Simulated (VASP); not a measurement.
A calculation with VASP 6.6.1 of Hf (ASE script, structure typed inline):

Contents of run.py:

```python
from ase import Atoms
from ase.calculators.vasp import Vasp
from ase.dft.bandgap import bandgap

atoms = Atoms(
    ['Hf'],
    cell=[[0.0, 2.22, 2.22], [2.22, 0.0, 2.22], [2.22, 2.22, 0.0]],
    scaled_positions=[[0.0, 0.0, 0.0]],
    pbc=True,
)
calc = Vasp(
    directory='calc',
    xc='lda',
    pp='LDA',
    setups='minimal',
    prec='Accurate',
    encut=500,
    ediff=1e-06,
    ismear=0,
    sigma=0.05,
    lreal=False,
    lasph=True,
    nelm=80,
    algo='Normal',
    isif=2,
    lwave=False,
    lcharg=False,
    kpts=[10, 10, 10],
    gamma=True,
)
atoms.calc = calc

print('energy (eV):', atoms.get_potential_energy())
print('free energy (eV):', atoms.get_potential_energy(force_consistent=True))
print('forces (eV/A):')
print(atoms.get_forces())
print('stress (eV/A^3, Voigt):', atoms.get_stress())
print('Fermi level (eV):', calc.get_fermi_level())
gap, top, bottom = bandgap(calc)
print('band gap (eV):', gap, 'from (spin, k, band)', top, 'to', bottom)
```

Potentials or basis: VASP PAW LDA potentials, release 64 (Hf).

Command:

```console
$ python run.py
```

This isn't the form of Hf at room conditions, which is hcp.

**Question.** Write the same calculation in another form: native input, structure from a POSCAR.

**Answer.** As run:

Contents of INCAR:

```
SYSTEM = Hf
PREC     = Accurate       ! precision mode
ENCUT    = 500            ! plane-wave cutoff, eV
EDIFF    = 1E-7           ! SCF threshold, eV
ISMEAR   = 0              ! smearing method
SIGMA    = 0.05           ! smearing width, eV
LREAL    = .False.        ! projectors in reciprocal space
LASPH    = .True.         ! aspherical terms in the spheres
NELM     = 80             ! most SCF steps
ALGO     = Normal         ! electronic algorithm
ISIF     = 2              ! what is computed and relaxed
LWAVE    = .False.        ! write WAVECAR
LCHARG   = .False.        ! write CHGCAR
GGA      = CA             ! functional
NBANDS   = 8              ! bands
```

The input KPOINTS:

```
regular mesh
0
Gamma
  10 10 10
  0 0 0
```

POSCAR

```
Hf
3.1396
    0.000000000000      0.707096445407      0.707096445407
    0.707096445407      0.000000000000      0.707096445407
    0.707096445407      0.707096445407      0.000000000000
Hf
1
Direct
    0.0000000000      0.0000000000      0.0000000000
```

Potentials or basis: VASP PAW LDA potentials, release 64 (Hf).

Command:

```bash
$ cat potpaw_LDA.64/Hf/POTCAR > POTCAR
$ mpirun -np 1 vasp_std > vasp.out
```

Both were run:

|  | ASE script, structure typed inline | native input, structure from a POSCAR |
| --- | --- | --- |
| Pressure | -6.4 GPa | -6.4 GPa |
| Band gap on the k mesh | none (metal or under the smearing width) | none (metal or under the smearing width) |

Keys that steer only the numerical path or the files written may differ.
